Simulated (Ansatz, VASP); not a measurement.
**One calculation of MgO, two programs**

```
CELL_PARAMETERS angstrom
3.22590 0.00000 0.00000
-1.61295 2.79371 0.00000
0.00000 0.00000 10.51390
ATOMIC_POSITIONS crystal
Mg 0.33333 0.66667 0.96949
Mg 0.00000 0.00000 0.22082
Mg 0.00000 0.00000 0.72082
Mg 0.66667 0.33333 0.46949
O 0.33333 0.66667 0.78004
O 0.00000 0.00000 0.52964
O 0.00000 0.00000 0.02964
O 0.66667 0.33333 0.28004
```

Alike in both runs: task single point; functional PBE; k mesh 9 × 9 × 2; occupations gaussian, width 0.05 eV; no spin polarisation.

|  | VASP | Ansatz |
| --- | --- | --- |
| version | VASP 6.6.1 | Ansatz 0.2.0 |
| potentials or method | VASP PAW PBE potentials, release 64 (Mg, O) | scalar-relativistic, plane waves, PAW |
| plane-wave cutoff (eV) | 520 | 520 |
| valence electrons in the cell | 32 | 64 |

VASP gave:

- gap on the k mesh at the Fermi level (eV): 3.67
- least direct gap on the mesh (eV): 3.67
- pressure (GPa): 3.8
- largest component of the traceless stress (GPa): 2.77
- rms of the force components (eV/Å): 0.088

Q: Estimate Ansatz's values.

A: gap on the k mesh at the Fermi level (eV): 3.68; least direct gap on the mesh (eV): 3.68; pressure (GPa): 4.2; largest component of the traceless stress (GPa): 2.74; rms of the force components (eV/Å): 0.086.

Atom by atom the forces differ by 0.002 eV/Å (rms over components). The two sets of potentials don't hold the same shells in valence.

PBE gaps usually lie below the measured ones, often by a third to a half.
